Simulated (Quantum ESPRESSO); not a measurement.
# BN (P6_3mc) in Quantum ESPRESSO: notebook

One crystal, BN, is run at these levels: LDA, PBE, PW91, RPBE, AM05, vdW-DF-cx; tasks: phonons.

All numbers are computed with Quantum ESPRESSO 7.5; they aren't measurements. Logs are shortened: lines on timing, memory, paths and dates and some standing lists are left out, and cuts for length are marked.

### Step 1. Starting point

The structure is hexagonal, space group P6_3mc (No. 186). The conventional cell has a = 2.554 Å, b = 2.554 Å, c = 4.227 Å, α = 90.00°, β = 90.00°, γ = 120.00°. N (site symmetry 3m) is surrounded by 4 B at 1.57 to 1.58 Å. Around B (site symmetry 3m) lie 4 N at 1.57 to 1.58 Å.

Measurements of this composition are mostly on another form, of space group No. 194.

### Step 2. Phonons, LDA

Input file pw.in:

```
&CONTROL
  calculation = 'scf'
  prefix = 'pwscf'
  outdir = './tmp'
  pseudo_dir = './pseudo'
  tprnfor = .true.
  tstress = .true.
  disk_io = 'low'
/
&SYSTEM
  ibrav = 0
  celldm(1) = 8
  nat = 4
  ntyp = 2
  ecutwfc = 84
  nbnd = 14
  occupations = 'smearing'
  smearing = 'fd'
  degauss = 0.00367493
/
&ELECTRONS
  conv_thr = 8d-10
  electron_maxstep = 120
  mixing_beta = 0.5
/
ATOMIC_SPECIES
N     14.0070 N.upf
B     10.8100 B.upf
CELL_PARAMETERS alat
  0.6032807982561   0.0000000000000   0.0000000000000
 -0.3016403991399   0.5224564969044   0.0000000000000
  0.0000000000000   0.0000000000000   0.9984497898131
ATOMIC_POSITIONS crystal
N      0.3333333333    0.6666666667    0.1252760000
N      0.6666666667    0.3333333333    0.6252760000
B      0.3333333333    0.6666666667    0.4997240000
B      0.6666666667    0.3333333333    0.9997240000
K_POINTS automatic
8 8 4 0 0 1
```

Input file relax.in:

```
&CONTROL
  calculation = 'vc-relax'
  prefix = 'pwscf'
  outdir = './tmp'
  pseudo_dir = './pseudo'
  tprnfor = .true.
  tstress = .true.
  disk_io = 'low'
  nstep = 40
  forc_conv_thr = 0.0001
  etot_conv_thr = 1d-06
/
&SYSTEM
  ibrav = 0
  celldm(1) = 8
  nat = 4
  ntyp = 2
  ecutwfc = 84
  nbnd = 14
  occupations = 'smearing'
  smearing = 'fd'
  degauss = 0.00367493
/
&ELECTRONS
  conv_thr = 8d-10
  electron_maxstep = 120
  mixing_beta = 0.5
/
&IONS
  ion_dynamics = 'bfgs'
/
&CELL
  cell_dynamics = 'bfgs'
  press = 0
  press_conv_thr = 0.2
/
ATOMIC_SPECIES
N     14.0070 N.upf
B     10.8100 B.upf
CELL_PARAMETERS alat
  0.6032807982561   0.0000000000000   0.0000000000000
 -0.3016403991399   0.5224564969044   0.0000000000000
  0.0000000000000   0.0000000000000   0.9984497898131
ATOMIC_POSITIONS crystal
N      0.3333333333    0.6666666667    0.1252760000
N      0.6666666667    0.3333333333    0.6252760000
B      0.3333333333    0.6666666667    0.4997240000
B      0.6666666667    0.3333333333    0.9997240000
K_POINTS automatic
8 8 4 0 0 1
```

Input file scf2.in:

```
&CONTROL
  calculation = 'scf'
  prefix = 'pwscf'
  outdir = './tmp'
  pseudo_dir = './pseudo'
  tprnfor = .true.
  tstress = .true.
  disk_io = 'low'
/
&SYSTEM
  ibrav = 0
  celldm(1) = 8
  nat = 4
  ntyp = 2
  ecutwfc = 84
  nbnd = 14
  occupations = 'fixed'
/
&ELECTRONS
  conv_thr = 1d-13
  electron_maxstep = 120
  mixing_beta = 0.5
  startingpot = 'file'
  startingwfc = 'file'
/
ATOMIC_SPECIES
N     14.0070 N.upf
B     10.8100 B.upf
CELL_PARAMETERS alat
  0.5962056687084   0.0000000000068   0.0000000000000
 -0.2981028343601   0.5163292549784   0.0000000000000
  0.0000000000000   0.0000000000000   0.9863666687797
ATOMIC_POSITIONS crystal
N      0.3333333334    0.6666666668    0.1253087128
N      0.6666666668    0.3333333334    0.6253087128
B      0.3333333334    0.6666666668    0.4996912872
B      0.6666666668    0.3333333334    0.9996912872
K_POINTS automatic
8 8 4 0 0 1
```

Input file ph.in:

```
phonons of BN
&INPUTPH
  prefix = 'pwscf'
  outdir = './tmp'
  tr2_ph = 1d-18
  fildyn = 'dyn'
  niter_ph = 90
  alpha_mix(1) = 0.7
  epsil = .true.
/
0.0000000000 0.0000000000 0.0000000000
```

Input file dynmat.in:

```
&INPUT
  fildyn = 'dyn'
  asr = 'crystal'
  lperm = .true.
  filout = 'dynmat.disp'
  fileig = 'dynmat.eig'
/
```

Input file dynmat_lo.in:

```
&INPUT
  fildyn = 'dyn'
  asr = 'crystal'
  filout = 'dynmat_lo.disp'
  fileig = 'dynmat_lo.eig'
  q(1) = 0
  q(2) = 0
  q(3) = 1
/
```

Potentials or basis: PseudoDojo 0.4.1 SR LDA standard.

On the command line:

```
> OMP_NUM_THREADS=1 mpirun -n 4 pw.x -nk 4 -in pw.in > pw.out
> OMP_NUM_THREADS=1 mpirun -n 4 pw.x -nk 4 -in relax.in > relax.out
> OMP_NUM_THREADS=1 mpirun -n 4 pw.x -nk 4 -in scf2.in > scf2.out
> OMP_NUM_THREADS=1 mpirun -n 4 ph.x -nk 4 -in ph.in > ph.out
> OMP_NUM_THREADS=1 mpirun -n 1 dynmat.x -in dynmat.in > dynmat.out
> OMP_NUM_THREADS=1 mpirun -n 1 dynmat.x -in dynmat_lo.in > dynmat_lo.out
```

pw.out:

```text
This program is part of the open-source Quantum ESPRESSO suite
     for quantum simulation of materials; please cite
[... 6 lines left out ...]
     using ibrav=0 with symmetry is DISCOURAGED, use correct ibrav instead

     K-points division:     npool     =       4
     Subspace diagonalization in iterative solution of the eigenvalue problem:
     a serial algorithm will be used

     G-vector sticks info
     --------------------
     sticks:   dense  smooth     PW     G-vecs:    dense   smooth      PW
     Sum         547     547    163                16733    16733    2779

     Using Slab Decomposition

     bravais-lattice index     =            0
     lattice parameter (alat)  =       8.0000  a.u.
     unit-cell volume          =     161.1261 (a.u.)^3
     number of atoms/cell      =            4
     number of atomic types    =            2
     number of electrons       =        16.00
     number of Kohn-Sham states=           14
     kinetic-energy cutoff     =      84.0000  Ry
     charge density cutoff     =     336.0000  Ry
     scf convergence threshold =      8.0E-10
     mixing beta               =       0.5000
     number of iterations used =            8  plain     mixing
     Exchange-correlation= SLA  PW   NOGX NOGC
                           (   1   4   0   0   0   0   0)

     celldm(1)=   8.000000  celldm(2)=   0.000000  celldm(3)=   0.000000
     celldm(4)=   0.000000  celldm(5)=   0.000000  celldm(6)=   0.000000

     crystal axes: (cart. coord. in units of alat)
               a(1) = (   0.603281   0.000000   0.000000 )
               a(2) = (  -0.301640   0.522456   0.000000 )
               a(3) = (   0.000000   0.000000   0.998450 )

     reciprocal axes: (cart. coord. in units 2 pi/alat)
               b(1) = (  1.657603  0.957017 -0.000000 )
               b(2) = (  0.000000  1.914035  0.000000 )
               b(3) = (  0.000000 -0.000000  1.001553 )

     PseudoPot. # 1 for N  read from file:
     N.upf
     Pseudo is Norm-conserving + core correction, Zval =  5.0
     Generated using ONCVPSP code by D. R. Hamann
     Using radial grid of 1058 points,  4 beta functions with:
                l(1) =   0
                l(2) =   0
                l(3) =   1
                l(4) =   1

     PseudoPot. # 2 for B  read from file:
     B.upf
     Pseudo is Norm-conserving + core correction, Zval =  3.0
     Generated using ONCVPSP code by D. R. Hamann
     Using radial grid of 1498 points,  4 beta functions with:
                l(1) =   0
                l(2) =   0
                l(3) =   1
                l(4) =   1

     atomic species   valence    mass     pseudopotential
     N                 5.00    14.00700     N ( 1.00)
     B                 3.00    10.81000     B ( 1.00)

     12 Sym. Ops. (no inversion) found ( 6 have fractional translation)

   Cartesian axes

     site n.     atom                  positions (alat units)
         1        N      tau(   1) = (  -0.0000000   0.3483043   0.1250818  )
         2        N      tau(   2) = (   0.3016404   0.1741522   0.6243067  )
         3        B      tau(   3) = (  -0.0000000   0.3483043   0.4989493  )
         4        B      tau(   4) = (   0.3016404   0.1741522   0.9981742  )

     number of k points=    20  Fermi-Dirac smearing, width (Ry)=  0.0037
                       cart. coord. in units 2pi/alat
        k(    1) = (   0.0000000   0.0000000   0.1251941), wk =   0.0156250
        k(    2) = (   0.0000000   0.0000000   0.3755822), wk =   0.0156250
        k(    3) = (   0.0000000   0.2392544   0.1251941), wk =   0.0937500
        k(    4) = (   0.0000000   0.2392544   0.3755822), wk =   0.0937500
        k(    5) = (   0.0000000   0.4785087   0.1251941), wk =   0.0937500
        k(    6) = (   0.0000000   0.4785087   0.3755822), wk =   0.0937500
[... 12 lines left out ...]
        k(   19) = (   0.4144007   0.9570175   0.1251941), wk =   0.0937500
        k(   20) = (   0.4144007   0.9570175   0.3755822), wk =   0.0937500

     Dense  grid:    16733 G-vectors     FFT dimensions: (  30,  30,  48)

     Initial potential from superposition of free atoms

     starting charge      15.9996, renormalised to      16.0000
     Starting wfcs are   16 randomized atomic wfcs

     Self-consistent Calculation

     iteration #  1     ecut=    84.00 Ry     beta= 0.50
     Davidson diagonalization with overlap
     ethr =  1.00E-02,  avg # of iterations =  3.0

     total energy              =     -53.61629004 Ry
     estimated scf accuracy    <       0.43155684 Ry

     iteration #  2     ecut=    84.00 Ry     beta= 0.50
     Davidson diagonalization with overlap
     ethr =  2.70E-03,  avg # of iterations =  2.0

     total energy              =     -53.69390154 Ry
     estimated scf accuracy    <       0.04126836 Ry

     iteration #  3     ecut=    84.00 Ry     beta= 0.50
     Davidson diagonalization with overlap
     ethr =  2.58E-04,  avg # of iterations =  1.9

     total energy              =     -53.69552233 Ry
     estimated scf accuracy    <       0.00601564 Ry

     iteration #  4     ecut=    84.00 Ry     beta= 0.50
     Davidson diagonalization with overlap
     ethr =  3.76E-05,  avg # of iterations =  3.0

     total energy              =     -53.69591098 Ry
     estimated scf accuracy    <       0.00029103 Ry

     iteration #  5     ecut=    84.00 Ry     beta= 0.50
     Davidson diagonalization with overlap
     ethr =  1.82E-06,  avg # of iterations =  6.8

     total energy              =     -53.69598804 Ry
     estimated scf accuracy    <       0.00008865 Ry

     iteration #  6     ecut=    84.00 Ry     beta= 0.50
     Davidson diagonalization with overlap
     ethr =  5.54E-07,  avg # of iterations =  2.0

     total energy              =     -53.69600776 Ry
     estimated scf accuracy    <       0.00000059 Ry

     iteration #  7     ecut=    84.00 Ry     beta= 0.50
     Davidson diagonalization with overlap
     ethr =  3.69E-09,  avg # of iterations =  3.2

     total energy              =     -53.69600817 Ry
     estimated scf accuracy    <       0.00000002 Ry

     iteration #  8     ecut=    84.00 Ry     beta= 0.50
     Davidson diagonalization with overlap
     ethr =  1.44E-10,  avg # of iterations =  2.8

     total energy              =     -53.69600815 Ry
     estimated scf accuracy    <       0.00000004 Ry

     iteration #  9     ecut=    84.00 Ry     beta= 0.50
     Davidson diagonalization with overlap
     ethr =  1.44E-10,  avg # of iterations =  2.0

     End of self-consistent calculation

          k = 0.0000 0.0000 0.1252 (  2063 PWs)   bands (ev):

    -9.1272  -5.3981   0.5609   8.8557   8.8557  10.1052  10.7960  10.7960
    19.2719  19.2719  19.5874  20.4284  21.6926  22.4658

          k = 0.0000 0.0000 0.3756 (  2100 PWs)   bands (ev):

    -8.3930  -7.0076   3.4419   7.0892   9.3493   9.3493  10.1417  10.1417
    20.0894  20.0894  20.2209  20.3727  21.3713  21.3713

          k = 0.0000 0.2393 0.1252 (  2084 PWs)   bands (ev):

    -8.7902  -5.1272   0.8733   7.4401   8.2765   9.4333  10.0361  10.4343
    18.7189  19.9229  20.0013  21.3559  22.3053  22.9839

          k = 0.0000 0.2393 0.3756 (  2067 PWs)   bands (ev):

    -8.0640  -6.6982   3.6394   7.0227   8.0257   8.8134   8.9995   9.6906
    19.3489  20.3241  20.8786  21.2143  21.5612  22.2674

          k = 0.0000 0.4785 0.1252 (  2095 PWs)   bands (ev):

    -7.8058  -4.3994   1.7385   4.6354   6.9494   7.1862   9.2128   9.6194
    18.0396  19.9323  21.0603  21.7702  23.3780  24.5079

          k = 0.0000 0.4785 0.3756 (  2075 PWs)   bands (ev):

    -7.1100  -5.8206   3.7434   5.4126   5.9069   7.7777   7.9629   8.7616
    18.2125  19.2697  21.5624  22.4063  22.8266  24.1651

          k = 0.0000 0.7178 0.1252 (  2095 PWs)   bands (ev):

    -6.3000  -3.6745   1.8092   3.4138   4.4168   6.3336   7.8839   8.9102
    17.6531  18.9277  21.5930  22.1221  23.2578  25.0663

          k = 0.0000 0.7178 0.3756 (  2099 PWs)   bands (ev):

    -5.6938  -4.6428   1.8591   2.8985   5.9454   6.9534   7.8745   7.9928
    17.4566  18.2022  21.0985  22.2214  23.3819  25.7190

          k = 0.0000-0.9570 0.1252 (  2102 PWs)   bands (ev):

    -5.0445  -3.8670   1.2607   2.8394   4.5010   6.0242   6.8213   8.6429
    17.5990  18.3352  21.6720  22.2917  23.8400  24.1620

          k = 0.0000-0.9570 0.3756 (  2092 PWs)   bands (ev):

    -4.6372  -4.1087   0.7620   1.4550   6.5121   6.6524   7.6745   7.7079
    17.2825  17.6631  21.1870  21.3010  23.6292  25.9252

          k = 0.2072 0.3589 0.1252 (  2090 PWs)   bands (ev):

    -8.1287  -4.6232   1.4705   5.7716   6.7067   8.1727   9.4864   9.5441
    18.9899  19.7883  20.5606  22.0317  23.2978  23.3600

          k = 0.2072 0.3589 0.3756 (  2084 PWs)   bands (ev):

    -7.4213  -6.1024   3.8780   6.2631   6.5161   7.5225   8.3525   8.6373
    19.2580  20.3121  20.9394  21.1766  23.0027  23.4233

          k = 0.2072 0.5981 0.1252 (  2098 PWs)   bands (ev):

    -6.8711  -3.8366   2.3535   3.6268   4.9797   6.3030   8.3214   8.5827
    18.6298  19.7084  21.0256  22.5564  23.7557  24.9362

          k = 0.2072 0.5981 0.3756 (  2102 PWs)   bands (ev):

    -6.2191  -5.0426   3.0087   4.1013   5.6674   6.3915   7.3710   8.1635
    18.6412  19.5307  21.3906  22.3283  23.1312  24.4688

          k = 0.2072 0.8374 0.1252 (  2104 PWs)   bands (ev):

    -5.2952  -3.5841   1.5578   3.3218   4.2994   5.2432   7.0769   7.8340
    17.9100  19.2304  21.4870  23.2110  24.2902  24.7023

          k = 0.2072 0.8374 0.3756 (  2102 PWs)   bands (ev):

    -4.8102  -4.0777   1.2645   2.0585   5.3863   6.4508   6.8663   7.9664
    18.0563  18.9631  21.3902  22.0247  22.9359  25.3326

          k = 0.4144 0.7178 0.1252 (  2102 PWs)   bands (ev):

    -5.4760  -3.3842   2.5645   2.7840   4.3347   4.9452   6.5972   7.4900
    17.3870  21.2912  22.4111  23.4508  24.4100  25.0869

          k = 0.4144 0.7178 0.3756 (  2095 PWs)   bands (ev):

    -4.9447  -4.0809   2.2063   2.7311   4.3392   5.2241   6.7770   8.0681
    19.2540  19.5975  21.8898  22.3203  23.6700  24.6818

          k = 0.4144 0.9570 0.1252 (  2095 PWs)   bands (ev):

    -4.3208  -3.6415   1.7890   3.3929   3.4635   5.4545   5.7563   6.5868
    16.6449  22.4275  22.5544  23.8448  25.1581  25.6506

          k = 0.4144 0.9570 0.3756 (  2105 PWs)   bands (ev):

    -4.0374  -3.7353   1.7047   2.2046   3.3802   4.5419   7.2954   7.8041
    18.8928  20.5002  20.7197  22.4925  24.6200  24.6696

     the Fermi energy is    12.9055 ev

!    total energy              =     -53.69600816 Ry
     estimated scf accuracy    <          3.1E-11 Ry
     smearing contrib. (-TS)   =       0.00000000 Ry
     internal energy E=F+TS    =     -53.69600816 Ry

     The total energy is F=E-TS. E is the sum of the following terms:
     one-electron contribution =       8.91153952 Ry
     hartree contribution      =       7.19514259 Ry
     xc contribution           =     -17.37379613 Ry
     ewald contribution        =     -52.42889415 Ry

     convergence has been achieved in   9 iterations

     Forces acting on atoms (cartesian axes, Ry/au):

     atom    1 type  1   force =    -0.00000000   -0.00000000   -0.00080029
     atom    2 type  1   force =     0.00000000   -0.00000000   -0.00080029
     atom    3 type  2   force =     0.00000000    0.00000000    0.00080029
     atom    4 type  2   force =     0.00000000    0.00000000    0.00080029

     Total force =     0.001601     Total SCF correction =     0.000004

     Computing stress (Cartesian axis) and pressure

          total   stress  (Ry/bohr**3)                   (kbar)     P=     -134.44
  -0.00090158  -0.00000000   0.00000000         -132.63       -0.00        0.00
  -0.00000000  -0.00090158   0.00000000           -0.00     -132.63        0.00
  -0.00000000  -0.00000000  -0.00093848           -0.00       -0.00     -138.05

=------------------------------------------------------------------------------=
   JOB DONE.
=------------------------------------------------------------------------------=
```

It took 2.6 min on 4 MPI ranks of Intel Xeon at 2.50GHz (Skylake/Cascade Lake), shared host; peak memory 0.28 GiB.

Results:

```yaml
Free_energy: -730.6075 eV
Relaxed_volume: 5.76 Å³/atom
Relaxed_cell: a = 2.524 Å, b = 2.524 Å, c = 4.176 Å, α = 90.00°, β = 90.00°, γ = 120.00°
Space_group_after_relaxing_to_0.05_Å: P6_3mc (No. 186)
Pressure_after_relaxing: 0.0 GPa
Electronic_dielectric_tensor_diagonal: 4.48, 4.48, 4.62
Born_charges_mean_of_the_diagonal: N -1.85; B +1.85 e
Highest_phonon_frequency_at_Γ_LO-TO_splitting_left_out: 1137 cm⁻¹
Static_dielectric_tensor_diagonal: 6.45, 6.45, 6.94
```

Step by step:
```csv
step,energy change (eV),largest force (eV/Å),pressure (GPa),volume (Å³)
1,0.0000,0.0206,-13.44,23.88
2,-0.0030,0.0537,14.31,22.28
3,-0.0361,0.0002,-0.63,23.07
4,-0.0362,0.0002,-0.03,23.04
5,-0.0362,0.0002,0.00,23.04
6,-0.0362,0.0001,0.00,23.04
```

Final structure:
```
N B
1.0
     2.52399    0.00000    0.00000
    -1.26199    2.18584    0.00000
     0.00000    0.00000    4.17570
N B
2 2
Direct
  0.33333 0.66667 0.12531
  0.66667 0.33333 0.62531
  0.33333 0.66667 0.49969
  0.66667 0.33333 0.99969
```

Levels at points of the mesh, in eV from the valence-band top:
```tsv
k point	band 5	band 6	band 7	band 8	band 9	band 10	band 11	band 12
(0.00, 0.00, 0.12)	-2.02	-0.71	0.00	0.00	8.63	8.63	9.01	10.07
```

Phonon frequencies in cm⁻¹ (negative: imaginary):
```
              q point                                       frequencies
(0.000, 0.000, 0.000)  -2 -2 -1 477 477 984 984 986 1049 1082 1082 1137
```

Electronic dielectric tensor:
```
4.48 0.00 0.00
0.00 4.48 0.00
0.00 0.00 4.62
```

Born effective charge tensors (e):
atom 1, N
```
-1.82  0.00  0.00
 0.00 -1.82  0.00
 0.00  0.00 -1.91
```
atom 2, N
```
-1.82  0.00  0.00
 0.00 -1.82  0.00
 0.00  0.00 -1.91
```
atom 3, B
```
1.81 0.00 0.00
0.00 1.81 0.00
0.00 0.00 1.91
```
atom 4, B
```
1.81 0.00 0.00
0.00 1.81 0.00
0.00 0.00 1.91
```

Optical modes at Γ, degenerate ones joined, polar ones without the macroscopic field:
```tsv
cm⁻¹	components	symmetry	active in	IR intensity, summed ((D/Å)²/amu)
478	2	E2	Raman	0.00
984	2	E2	Raman	0.00
986	1	B1	silent	0.00
1049	1	A1	IR and Raman	27.55
1082	2	E1	IR and Raman	49.88
1137	1	B1	silent	0.00
```

Zone-centre frequencies without and with the macroscopic field along z (cm⁻¹):
```tsv
	optical modes in rising order
without	478 478 984 984 986 1049 1082 1082 1137
with the field	478 478 984 984 986 1082 1082 1137 1285
```

Static dielectric tensor, electrons and zone-centre modes:
```
6.45 0.00 0.00
0.00 6.45 0.00
0.00 0.00 6.94
```

(Part 1 of 6 ends here.)
